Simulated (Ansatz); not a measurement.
**Relaxation of Sb**

All numbers below come from DFT PBE, scalar-relativistic, plane waves, PAW in Ansatz. (420 eV cutoff, 12×12×4 k-mesh, Gaussian smearing of 0.10 eV, no spin polarisation)

What was changed in Y: Y → Sb on all its sites, cell and atoms relaxed.

Command:

```bash
ansatz run input.yaml --threads 1 --pin off --max-ram 2560MiB --backend cpu --events-out ev --progress --plain --runs-dir out
```

Input:

```yaml
crystal:
  lattice:
    - [3.3488276136, 0.0, 0.0]
    - [-1.6744138068, 2.9001697863, 0.0]
    - [0.0, 0.0, 11.3047719243]
  atoms:
    - { symbol: Sb, position: [0.0, 0.0, 0.0] }
    - { symbol: Sb, position: [0.3333333333, 0.6666666667, 0.25] }
    - { symbol: Sb, position: [0.0, 0.0, 0.5] }
    - { symbol: Sb, position: [0.6666666667, 0.3333333333, 0.75] }
basis:
  ecutwfc: 420
kpoints:
  mp_grid: { grid: [12, 12, 4] }
hamiltonian:
  xc: pbe
scf:
  occupations: { method: gaussian, width: 0.1 }
output:
  forces: true
  stress: true
  eigenvalues: true
relax:
  adjacent_minimum: "off"
  f_tol: 0.01
  max_steps: 60
  cell: { stress_tol: 0.1 }
```

F is the free energy. Steps run on the plane waves of an earlier cell, but the last one, and at times one on the way, on a freshly chosen basis, so a repeated geometry can differ a little in energy.

Steps:

| step | F − F(1) (eV) | largest force component (eV/Å) | V (Å³/atom) | P (GPa) |
| --- | --- | --- | --- | --- |
| 1 | 0.0000 | 0.000 | 27.448 | 0.02 |
| 2 | -0.0011 | 0.000 | 27.459 | -0.03 |
| 3 | -0.0011 | 0.000 | 27.425 | 0.04 |
| 4 | -0.0011 | 0.000 | 27.425 | 0.04 |

Relaxed structure:

```
CELL_PARAMETERS angstrom
3.35769 0.00000 0.00000
-1.67885 2.90785 0.00000
0.00000 0.00000 11.23540
ATOMIC_POSITIONS crystal
Sb 0.00000 0.00000 0.00000
Sb 0.33333 0.66667 0.25000
Sb 0.00000 0.00000 0.50000
Sb 0.66667 0.33333 0.75000
```

It takes space group P6_3/mmc (No. 194, hexagonal). Conventional cell: a = 3.358 Å, b = 3.358 Å, c = 11.235 Å, α = 90.00°, β = 90.00°, γ = 120.00°. Sb (site symmetry -3m) is surrounded by 12 Sb at 3.36 to 3.41 Å. Sb (site symmetry -6m2) has 12 Sb at 3.36 to 3.41 Å as nearest neighbours.

The run converged. The run took 32 s on 1 thread of Intel(R) Xeon(R) Platinum 8488C (Sapphire Rapids), with other jobs on the host, peak memory 0.53 GiB.